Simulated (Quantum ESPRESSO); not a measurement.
# CdS (Hawleyite) (F-43m) in Quantum ESPRESSO: reference runs

Aim: a first look at CdS (Hawleyite) with PBE, on the cell as given and on a disturbed one.

Program: Quantum ESPRESSO 7.5. These are calculated values, not measurements. Logs are shortened: lines on timing, memory, paths and dates and some standing lists are left out, and cuts for length are marked.

### 1 The crystal as given

It takes space group F-43m (No. 216, cubic). Conventional cell: a = 5.833 Å, b = 5.833 Å, c = 5.833 Å, α = 90.00°, β = 90.00°, γ = 90.00°. Cd (site symmetry -43m) has 4 S at 2.53 Å as nearest neighbours. S (site symmetry -43m) has 4 Cd at 2.53 Å as nearest neighbours.

### 2 Single point, PBE

The input, pw.in:

```
&CONTROL
  calculation = 'scf'
  prefix = 'pwscf'
  outdir = './tmp'
  pseudo_dir = './pseudo'
  tprnfor = .true.
  tstress = .true.
  disk_io = 'low'
/
&SYSTEM
  ibrav = 0
  nat = 2
  ntyp = 2
  ecutwfc = 60
  ecutrho = 480
  nbnd = 15
  occupations = 'smearing'
  smearing = 'fd'
  degauss = 0.00367493
/
&ELECTRONS
  conv_thr = 4d-10
  electron_maxstep = 120
  mixing_beta = 0.5
/
ATOMIC_SPECIES
Cd   112.4140 Cd.pbe-dn-rrkjus_psl.0.3.1.UPF
S     32.0600 s_pbe_v1.4.uspp.F.UPF
CELL_PARAMETERS angstrom
   0.0000000000    2.9165000000    2.9165000000
   2.9165000000    0.0000000000    2.9165000000
   2.9165000000    2.9165000000    0.0000000000
ATOMIC_POSITIONS crystal
Cd     0.0000000000    0.0000000000    0.0000000000
S      0.7500000000    0.7500000000    0.7500000000
K_POINTS automatic
8 8 8 0 0 0
```

The input, pp_density.in:

```
&INPUTPP
  prefix = 'pwscf'
  outdir = './tmp'
  filplot = 'density.dat'
  plot_num = 0
/
&PLOT
  nfile = 1
  filepp(1) = 'density.dat'
  iflag = 3
  output_format = 6
  fileout = 'density.cube'
/
```

The input, pp_potential.in:

```
&INPUTPP
  prefix = 'pwscf'
  outdir = './tmp'
  filplot = 'potential.dat'
  plot_num = 11
/
&PLOT
  nfile = 1
  filepp(1) = 'potential.dat'
  iflag = 3
  output_format = 6
  fileout = 'potential.cube'
/
```

Potentials or basis: SSSP 1.3 efficiency PBE.

Command:

```console
$ OMP_NUM_THREADS=1 pw.x -in pw.in > pw.out
$ OMP_NUM_THREADS=1 pp.x -in pp_density.in > pp_density.out
$ OMP_NUM_THREADS=1 pp.x -in pp_potential.in > pp_potential.out
```

pw.out:

```text
This program is part of the open-source Quantum ESPRESSO suite
     for quantum simulation of materials; please cite
         "P. Giannozzi et al., J. Phys.:Condens. Matter 21 395502 (2009);
         "P. Giannozzi et al., J. Phys.:Condens. Matter 29 465901 (2017);
         "P. Giannozzi et al., J. Chem. Phys. 152 154105 (2020);
     in publications or presentations arising from this work. More details at

     file Cd.pbe-dn-rrkjus_psl.0.3.1.UPF: wavefunction(s)  4D renormalized
     Message from routine setup:
     using ibrav=0 with symmetry is DISCOURAGED, use correct ibrav instead

     Subspace diagonalization in iterative solution of the eigenvalue problem:
     a serial algorithm will be used

     G-vector sticks info
     --------------------
     sticks:   dense  smooth     PW     G-vecs:    dense   smooth      PW
     Sum        2017    1003    301                59535    20875    3479

     Using Slab Decomposition

     bravais-lattice index     =            0
     lattice parameter (alat)  =       7.7943  a.u.
     unit-cell volume          =     334.8209 (a.u.)^3
     number of atoms/cell      =            2
     number of atomic types    =            2
     number of electrons       =        18.00
     number of Kohn-Sham states=           15
     kinetic-energy cutoff     =      60.0000  Ry
     charge density cutoff     =     480.0000  Ry
     scf convergence threshold =      4.0E-10
     mixing beta               =       0.5000
     number of iterations used =            8  plain     mixing
     Exchange-correlation=  SLA  PW   PBX  PBC
                           (   1   4   3   4   0   0   0)

     celldm(1)=   7.794277  celldm(2)=   0.000000  celldm(3)=   0.000000
     celldm(4)=   0.000000  celldm(5)=   0.000000  celldm(6)=   0.000000

     crystal axes: (cart. coord. in units of alat)
               a(1) = (   0.000000   0.707107   0.707107 )
               a(2) = (   0.707107   0.000000   0.707107 )
               a(3) = (   0.707107   0.707107   0.000000 )

     reciprocal axes: (cart. coord. in units 2 pi/alat)
               b(1) = ( -0.707107  0.707107  0.707107 )
               b(2) = (  0.707107 -0.707107  0.707107 )
               b(3) = (  0.707107  0.707107 -0.707107 )

     PseudoPot. # 1 for Cd read from file:
     Cd.pbe-dn-rrkjus_psl.0.3.1.UPF
     Pseudo is Ultrasoft + core correction, Zval = 12.0
     Generated using "atomic" code by A. Dal Corso  v.5.0.99 svn rev. 10869
     Using radial grid of 1239 points,  6 beta functions with:
                l(1) =   0
                l(2) =   0
                l(3) =   1
                l(4) =   1
                l(5) =   2
                l(6) =   2
     Q(r) pseudized with 0 coefficients

     PseudoPot. # 2 for S  read from file:
     s_pbe_v1.4.uspp.F.UPF
     Pseudo is Ultrasoft + core correction, Zval =  6.0
     Generated by new atomic code, or converted to UPF format
     Using radial grid of  907 points,  6 beta functions with:
                l(1) =   0
                l(2) =   0
                l(3) =   1
                l(4) =   1
                l(5) =   2
                l(6) =   2
     Q(r) pseudized with  8 coefficients,  rinner =    1.300   1.300   1.300
                                                       1.300   1.300

     atomic species   valence    mass     pseudopotential
     Cd               12.00   112.41400     Cd( 1.00)
     S                 6.00    32.06000     S ( 1.00)

     24 Sym. Ops. (no inversion) found

   Cartesian axes

     site n.     atom                  positions (alat units)
         1        Cd     tau(   1) = (   0.0000000   0.0000000   0.0000000  )
         2        S      tau(   2) = (   1.0606602   1.0606602   1.0606602  )

     number of k points=    29  Fermi-Dirac smearing, width (Ry)=  0.0037
                       cart. coord. in units 2pi/alat
        k(    1) = (   0.0000000   0.0000000   0.0000000), wk =   0.0039062
        k(    2) = (   0.0883883   0.0883883  -0.0883883), wk =   0.0312500
        k(    3) = (   0.1767767   0.1767767  -0.1767767), wk =   0.0312500
        k(    4) = (   0.2651650   0.2651650  -0.2651650), wk =   0.0312500
        k(    5) = (  -0.3535534  -0.3535534   0.3535534), wk =   0.0156250
        k(    6) = (   0.1767767   0.0000000   0.0000000), wk =   0.0234375
[... 21 lines left out ...]
        k(   28) = (  -0.7071068   0.1767767   0.0000000), wk =   0.0468750
        k(   29) = (  -0.7071068   0.3535534   0.0000000), wk =   0.0234375

     Dense  grid:    59535 G-vectors     FFT dimensions: (  60,  60,  60)

     Smooth grid:    20875 G-vectors     FFT dimensions: (  40,  40,  40)

     Initial potential from superposition of free atoms

     starting charge      17.9951, renormalised to      18.0000
     Starting wfcs are   13 randomized atomic wfcs +    2 random wfcs

     Self-consistent Calculation

     iteration #  1     ecut=    60.00 Ry     beta= 0.50
     Davidson diagonalization with overlap
     ethr =  1.00E-02,  avg # of iterations =  4.9

     Threshold (ethr) on eigenvalues was too large:
     Diagonalizing with lowered threshold

     Davidson diagonalization with overlap
     ethr =  4.54E-04,  avg # of iterations =  2.0

     total energy              =    -146.42190426 Ry
     estimated scf accuracy    <       0.08300936 Ry

     iteration #  2     ecut=    60.00 Ry     beta= 0.50
     Davidson diagonalization with overlap
     ethr =  4.61E-04,  avg # of iterations =  2.4

     total energy              =    -146.43822599 Ry
     estimated scf accuracy    <       0.00342584 Ry

     iteration #  3     ecut=    60.00 Ry     beta= 0.50
     Davidson diagonalization with overlap
     ethr =  1.90E-05,  avg # of iterations =  6.8

     total energy              =    -146.43858603 Ry
     estimated scf accuracy    <       0.00075168 Ry

     iteration #  4     ecut=    60.00 Ry     beta= 0.50
     Davidson diagonalization with overlap
     ethr =  4.18E-06,  avg # of iterations =  2.8

     total energy              =    -146.43865247 Ry
     estimated scf accuracy    <       0.00003649 Ry

     iteration #  5     ecut=    60.00 Ry     beta= 0.50
     Davidson diagonalization with overlap
     ethr =  2.03E-07,  avg # of iterations =  4.6

     total energy              =    -146.43867074 Ry
     estimated scf accuracy    <       0.00000179 Ry

     iteration #  6     ecut=    60.00 Ry     beta= 0.50
     Davidson diagonalization with overlap
     ethr =  9.93E-09,  avg # of iterations =  3.6

     total energy              =    -146.43867135 Ry
     estimated scf accuracy    <       0.00000008 Ry

     iteration #  7     ecut=    60.00 Ry     beta= 0.50
     Davidson diagonalization with overlap
     ethr =  4.71E-10,  avg # of iterations =  3.6

     total energy              =    -146.43867140 Ry
     estimated scf accuracy    <       0.00000003 Ry

     iteration #  8     ecut=    60.00 Ry     beta= 0.50
     Davidson diagonalization with overlap
     ethr =  1.54E-10,  avg # of iterations =  2.1

     total energy              =    -146.43867141 Ry
     estimated scf accuracy    <          7.9E-09 Ry

     iteration #  9     ecut=    60.00 Ry     beta= 0.50
     Davidson diagonalization with overlap
     ethr =  4.38E-11,  avg # of iterations =  2.1

     End of self-consistent calculation

          k = 0.0000 0.0000 0.0000 (  2685 PWs)   bands (ev):

    -6.9723  -2.2334  -2.2334  -2.2334  -1.7418  -1.7418   5.4199   5.4199
     5.4199   6.5393  11.9248  11.9248  11.9248  16.8032  16.8037

          k = 0.0884 0.0884-0.0884 (  2667 PWs)   bands (ev):

    -6.9098  -2.2104  -2.2104  -2.1806  -1.7429  -1.7429   4.3918   5.2965
     5.2965   7.3792  11.6702  12.1236  12.1236  16.2297  16.2298

          k = 0.1768 0.1768-0.1768 (  2632 PWs)   bands (ev):

    -6.7576  -2.1606  -2.1606  -1.9892  -1.7374  -1.7374   2.9191   5.0183
     5.0183   8.1753  11.6833  12.4315  12.4315  15.9932  15.9934

          k = 0.2652 0.2652-0.2652 (  2611 PWs)   bands (ev):

    -6.6048  -2.1221  -2.1221  -1.7168  -1.7168  -1.6311   1.6086   4.7606
     4.7606   8.4022  12.3992  12.4555  12.4555  16.3613  16.8139

          k =-0.3536-0.3536 0.3536 (  2608 PWs)   bands (ev):

    -6.5417  -2.1103  -2.1103  -1.7029  -1.7029  -1.3656   0.9924   4.6584
     4.6584   8.4105  12.4021  12.4021  12.8718  16.4678  17.7898

          k = 0.1768 0.0000 0.0000 (  2657 PWs)   bands (ev):

    -6.8891  -2.1918  -2.1884  -2.1884  -1.7583  -1.7289   4.3941   5.0907
     5.0907   7.6773  11.2532  12.3765  12.3765  15.2410  16.8889

          k = 0.2652 0.0884-0.0884 (  2631 PWs)   bands (ev):

    -6.7671  -2.1584  -2.1348  -2.0527  -1.7614  -1.7162   3.3093   4.7675
     4.8269   8.4817  10.9860  12.5927  12.8127  14.8391  16.7655

          k = 0.3536 0.1768-0.1768 (  2630 PWs)   bands (ev):

    -6.6151  -2.1184  -2.0899  -1.8259  -1.7010  -1.6629   2.0366   4.4720
     4.5203   8.9226  11.4293  12.4855  12.9318  15.6464  17.2623

          k =-0.2652-0.4419 0.4419 (  2618 PWs)   bands (ev):

    -6.5230  -2.0983  -2.0756  -1.7458  -1.6995  -1.3563   1.1715   4.1711
     4.4737   8.9954  11.6839  12.7844  13.0141  16.4931  17.7564

          k =-0.1768-0.3536 0.3536 (  2623 PWs)   bands (ev):

    -6.5437  -2.0965  -2.0889  -1.7299  -1.7266  -1.4425   1.3745   4.0736
     4.6497   9.0044  11.8252  12.6837  12.7561  16.5355  17.0924

          k =-0.0884-0.2652 0.2652 (  2630 PWs)   bands (ev):

    -6.6655  -2.1301  -2.1157  -1.8658  -1.7551  -1.6875   2.4341   4.2527
     4.9614   8.8373  11.6813  12.2510  12.5998  15.4449  16.9637

          k = 0.0000-0.1768 0.1768 (  2635 PWs)   bands (ev):

    -6.8175  -2.1839  -2.1617  -2.0932  -1.7571  -1.7261   3.6218   4.7366
     5.2379   8.1342  11.4159  12.3042  12.4159  15.4219  16.2843

          k = 0.3536 0.0000 0.0000 (  2650 PWs)   bands (ev):

    -6.6879  -2.0704  -2.0704  -2.0658  -1.7606  -1.6975   3.1025   4.3886
     4.3886   8.9945  10.2192  13.5197  13.5197  13.8263  17.1213

          k = 0.4419 0.0884-0.0884 (  2618 PWs)   bands (ev):

    -6.5670  -2.0587  -2.0116  -1.9294  -1.6830  -1.6352   2.2954   3.9551
     4.1048   9.4210  10.2248  13.0211  13.9484  15.0191  17.4660

          k =-0.1768-0.5303 0.5303 (  2626 PWs)   bands (ev):

    -6.4766  -2.0568  -1.9903  -1.8353  -1.6879  -1.3352   1.5352   3.4410
     4.0583   9.6175  10.8872  12.9930  13.7982  15.8291  17.8874

          k =-0.0884-0.4419 0.4419 (  2621 PWs)   bands (ev):

    -6.4682  -2.0633  -2.0090  -1.7733  -1.7223  -1.2466   1.4044   3.1443
     4.2720   9.7919  11.2460  13.0725  13.4650  15.9033  16.6649

          k = 0.0000-0.3536 0.3536 (  2642 PWs)   bands (ev):

    -6.5457  -2.0780  -2.0643  -1.7699  -1.7535  -1.4990   1.9181   3.3724
     4.6411   9.6842  11.5503  12.1320  13.0723  15.6055  17.7037

          k = 0.5303 0.0000 0.0000 (  2630 PWs)   bands (ev):

    -6.4890  -2.0089  -1.9365  -1.9365  -1.6660  -1.5341   1.9832   3.7649
     3.7649   9.1659   9.8212  14.0051  15.0397  15.0397  17.4023

          k =-0.0884-0.6187 0.6187 (  2622 PWs)   bands (ev):

    -6.4287  -2.0164  -1.9070  -1.8862  -1.6668  -1.3144   1.5785   3.3367
     3.6735   9.3082  10.0727  14.0209  15.1615  15.7538  17.8864

          k = 0.0000-0.5303 0.5303 (  2616 PWs)   bands (ev):

    -6.4209  -2.0331  -1.9335  -1.8333  -1.6962  -1.1687   1.4658   2.8698
     3.8753   9.6442  10.8503  13.8948  14.4231  14.9801  17.2997

          k =-0.7071 0.0000 0.0000 (  2586 PWs)   bands (ev):

    -6.4084  -2.0195  -1.8752  -1.8752  -1.6528  -1.3053   1.4557   3.5202
     3.5202   8.9633   9.7598  14.6113  16.1708  16.1708  17.5388

          k = 0.3536 0.1768 0.0000 (  2623 PWs)   bands (ev):

    -6.6457  -2.1081  -2.0805  -1.9202  -1.7366  -1.6821   2.6138   4.0269
     4.6595   9.2400  10.8005  12.3975  13.3519  14.9081  17.2934

          k =-0.2652-0.4419 0.6187 (  2631 PWs)   bands (ev):

    -6.5253  -2.0709  -2.0444  -1.8112  -1.7076  -1.4583   1.7429   3.5805
     4.3503   9.7040  11.1798  12.1854  13.6561  15.6424  18.1343

          k =-0.1768-0.3536 0.5303 (  2620 PWs)   bands (ev):

    -6.4760  -2.0660  -2.0270  -1.7682  -1.7146  -1.2516   1.2828   3.4734
     4.1879   9.7761  11.2254  12.6172  13.7612  15.8654  17.6086

          k =-0.1768-0.5303 0.7071 (  2648 PWs)   bands (ev):

    -6.4773  -2.0186  -1.9867  -1.8726  -1.6826  -1.4161   1.8185   3.4570
     3.8235   9.8261  10.2427  12.8701  14.8558  15.2650  18.1833

          k =-0.0884-0.4419 0.6187 (  2621 PWs)   bands (ev):

    -6.4293  -2.0228  -1.9690  -1.8120  -1.7079  -1.1862   1.4917   3.0487
     3.6941  10.1511  10.8528  12.8092  14.2589  15.6500  17.9573

          k = 0.0000-0.3536 0.5303 (  2627 PWs)   bands (ev):

    -6.4490  -2.0363  -1.9945  -1.7854  -1.7274  -1.2227   1.5443   2.9697
     3.9583  10.3134  11.1063  12.2993  14.2617  15.4629  17.1168

          k =-0.7071 0.1768 0.0000 (  2616 PWs)   bands (ev):

    -6.4092  -2.0078  -1.9298  -1.8442  -1.6796  -1.2056   1.4760   3.3170
     3.3676   9.6710  10.2300  14.0817  14.3519  16.3321  18.2450

          k =-0.7071 0.3536 0.0000 (  2608 PWs)   bands (ev):

    -6.4100  -1.9988  -1.9731  -1.7809  -1.7358  -1.1149   1.4991   3.1287
     3.2204  10.8237  10.8451  12.6329  13.4549  16.4950  18.5299

     the Fermi energy is     6.0183 ev

!    total energy              =    -146.43867141 Ry
     estimated scf accuracy    <          6.8E-11 Ry
     smearing contrib. (-TS)   =      -0.00000001 Ry
     internal energy E=F+TS    =    -146.43867140 Ry

     The total energy is F=E-TS. E is the sum of the following terms:
     one-electron contribution =     -48.08423413 Ry
     hartree contribution      =      38.37973470 Ry
     xc contribution           =     -51.38777166 Ry
     ewald contribution        =     -85.34640031 Ry

     convergence has been achieved in   9 iterations

     Forces acting on atoms (cartesian axes, Ry/au):

     atom    1 type  1   force =     0.00000000    0.00000000    0.00000000
     atom    2 type  2   force =     0.00000000    0.00000000    0.00000000

     Total force =     0.000000     Total SCF correction =     0.000000

     Computing stress (Cartesian axis) and pressure

          total   stress  (Ry/bohr**3)                   (kbar)     P=       29.20
   0.00019852  -0.00000000   0.00000000           29.20       -0.00        0.00
   0.00000000   0.00019852   0.00000000            0.00       29.20        0.00
   0.00000000   0.00000000   0.00019852            0.00        0.00       29.20

=------------------------------------------------------------------------------=
   JOB DONE.
=------------------------------------------------------------------------------=
```

It took 27 s on 1 thread of Intel Xeon 6975P-C (Granite Rapids), shared host; peak memory 0.28 GiB.

What came out:

```yaml
Free_energy: -1992.3996 eV
Pressure: 2.9 GPa
Band_gap_on_the_k_mesh: 1.12 eV, direct
```

Levels at points of the mesh, in eV from the valence-band top:
```tsv
k point	band 5	band 6	band 7	band 8	band 9	band 10	band 11	band 12	band 13	band 14
(0.00, 0.00, 0.00)	-7.16	-7.16	0.00	0.00	0.00	1.12	6.50	6.50	6.50	11.38
(0.00, 0.00, -0.50)	-7.12	-6.79	-4.43	-0.76	-0.76	2.99	6.98	6.98	7.45	11.05
(0.00, -0.50, -0.50)	-7.07	-6.73	-3.96	-1.90	-1.90	3.54	4.34	9.19	10.75	10.75
```

(Part 1 of 2 ends here.)
